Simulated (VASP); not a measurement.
Wanted: the native input for a VASP 6.6.1 run.

```yaml
Task: band structure
Functional: LAK
Potentials_or_basis: VASP PAW PBE potentials, release 64 (Hf_pv, O)
Cutoff: 520 eV
k_mesh: 4 × 4 × 4
Occupations: fermi-dirac, width 0.05 eV
Spin: no spin polarisation
Further_INCAR_settings: ALGO = Normal; EDIFF = 1e-06
```

The structure of HfO2 lies in POSCAR:

```
HfO2
1.0
    5.1180000000      0.0000000000      0.0000000000
    0.0000000000      5.1857000000      0.0000000000
   -0.8586630598      0.0000000000      5.2138671406
Hf O
4 8
Direct
    0.2755000000      0.4603000000      0.7080000000
    0.7245000000      0.9603000000      0.7920000000
    0.7245000000      0.5397000000      0.2920000000
    0.2755000000      0.0397000000      0.2080000000
    0.0742000000      0.1684000000      0.8467000000
    0.9258000000      0.6684000000      0.6533000000
    0.9258000000      0.8316000000      0.1533000000
    0.0742000000      0.3316000000      0.3467000000
    0.4487000000      0.7419000000      0.9801000000
    0.5513000000      0.2419000000      0.5199000000
    0.5513000000      0.2581000000      0.0199000000
    0.4487000000      0.7581000000      0.4801000000
```

These files were run (other wordings do the same):

INCAR

```
  ALGO = Normal
  EDIFF = 1E-6
  ENCUT = 520
  ISIF = 2
  ISMEAR = -1
  LASPH = T
  LCHARG = F
  LMAXMIX = 4
  LMIXTAU = T
  LREAL = F
  LWAVE = F
  METAGGA = LAK
  NELM = 80
  PREC = Accurate
  SIGMA = 0.05
```

KPOINTS

```
k-points
0
Gamma
  4 4 4
```

KPOINTS_OPT

```
path GYHCEM1AXH1,MDZ,YD
20
line-mode
reciprocal
 0.0000000000  0.0000000000  0.0000000000  G
 0.0000000000  0.0000000000  0.5000000000  Y

 0.0000000000  0.0000000000  0.5000000000  Y
-0.4327310173  0.0000000000  0.5726006525  H

-0.4327310173  0.0000000000  0.5726006525  H
-0.5000000000  0.0000000000  0.5000000000  C

-0.5000000000  0.0000000000  0.5000000000  C
-0.5000000000  0.5000000000  0.5000000000  E

-0.5000000000  0.5000000000  0.5000000000  E
-0.5672689827  0.5000000000  0.4273993475  M1

-0.5672689827  0.5000000000  0.4273993475  M1
-0.5000000000  0.5000000000  0.0000000000  A

-0.5000000000  0.5000000000  0.0000000000  A
-0.5000000000  0.0000000000  0.0000000000  X

-0.5000000000  0.0000000000  0.0000000000  X
-0.5672689827  0.0000000000  0.4273993475  H1

-0.4327310173  0.5000000000  0.5726006525  M
 0.0000000000  0.5000000000  0.5000000000  D

 0.0000000000  0.5000000000  0.5000000000  D
 0.0000000000  0.5000000000  0.0000000000  Z

 0.0000000000  0.0000000000  0.5000000000  Y
 0.0000000000  0.5000000000  0.5000000000  D
```

Potentials or basis: VASP PAW PBE potentials, release 64 (Hf_pv, O).

Launch:

```bash
$ cat potpaw_PBE.64/Hf_pv/POTCAR potpaw_PBE.64/O/POTCAR > POTCAR
$ mpirun -np 1 vasp_std > vasp.out
```

It gave:

| Property | Result |
| --- | --- |
| Pressure | 2.0 GPa |
| Largest force | 0.443 eV/Å |
| Band gap on the k mesh | 4.82 eV, indirect (least direct gap 4.90 eV) |
| Band gap along the path | 4.82 eV, indirect (least direct gap 4.88 eV) |

Caveat: the PAW data sets were made with another functional, which shifts forces and pressure a little; spin-orbit coupling is left out, which moves the levels of the heavy elements.

Run time: 46 min on 1 thread of Intel(R) Xeon(R) Platinum 8488C (Sapphire Rapids) (shared host), peak memory 0.42 GiB.
